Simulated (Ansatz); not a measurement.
# CoO: the cost of one run

Program: Ansatz 0.2.0. Level of theory: DFT PBE, scalar-relativistic, plane waves, PAW. These are calculated values, not measurements.

3 further runs of the same task are left out: 2 that didn't finish, 1 set aside as unsound or not needed.

### 1 The system as given

It takes space group Fm-3m (No. 225, cubic). Conventional cell: a = 4.248 Å, b = 4.248 Å, c = 4.248 Å, α = 90.00°, β = 90.00°, γ = 90.00°. Co (site symmetry m-3m) is surrounded by 6 O at 2.12 Å. O (site symmetry m-3m) has 6 Co at 2.12 Å as nearest neighbours.

Structure file:

```cif
data_structure
_symmetry_space_group_name_H-M 'P 1'
_symmetry_Int_Tables_number 1
_cell_length_a 3.0040
_cell_length_b 3.0040
_cell_length_c 3.0040
_cell_angle_alpha 60.000
_cell_angle_beta 60.000
_cell_angle_gamma 60.000
_cell_volume 19.17
loop_
_atom_site_label
_atom_site_type_symbol
_atom_site_fract_x
_atom_site_fract_y
_atom_site_fract_z
_atom_site_occupancy
Co1 Co 0.00000 0.00000 0.00000 1
O1 O 0.50000 0.50000 0.50000 1
```

It is the result of an earlier relaxation at this level (volume 9.58 Å³/atom; gap on the mesh: none (metal), site moments up to 2.5 μB).

### 2 Static run: bands, density of states and charges

Contents of input.yaml:

```yaml
crystal:
  lattice:
    - [0.0, 2.1241565611, 2.1241565611]
    - [2.1241565611, 0.0, 2.1241565611]
    - [2.1241565611, 2.1241565611, 0.0]
  atoms:
    - { symbol: Co, position: [0.0, 0.0, 0.0], spin: 2.74 }
    - { symbol: O, position: [0.5, 0.5, 0.5], spin: 0.35 }
basis:
  ecutwfc: 420
kpoints:
  mp_grid: { grid: [16, 16, 16] }
  band_path:
    path:
      - [[0.0, 0.0, 0.0], [0.5, 0.0, 0.5], [0.625, 0.25, 0.625]]
      - [[0.375, 0.375, 0.75], [0.0, 0.0, 0.0], [0.5, 0.5, 0.5], [0.5, 0.25, 0.75], [0.5, 0.0, 0.5]]
    npoints: 14
hamiltonian:
  xc: pbe
scf:
  occupations: { method: gaussian, width: 0.1 }
  n_extra_bands: 6
output:
  forces: true
  stress: true
  eigenvalues: true
  populations: true
  dos: { projected: true, de: 0.02, nscf_kmesh: { grid: [24, 24, 24] } }
  bader: true
  write_density: true
  write_potential: true
  elf: true
  volumetric_format: npy
magnetization:
  spin_polarized: true
checkpoint:
  read: start.run
  write: ck
  compress: false
  write_wavefunctions: false
  write_every: 100000
```

The run is started by

```console
ansatz run input.yaml --threads 1 --pin off --max-ram 2560MiB --backend cpu --events-out ev --progress --plain --runs-dir out
```

What time and memory should one allow on 1 thread of Intel Xeon Platinum 8259CL at 2.50GHz (Skylake/Cascade Lake), shared host?

About 32 s, with a peak of 0.43 GiB.
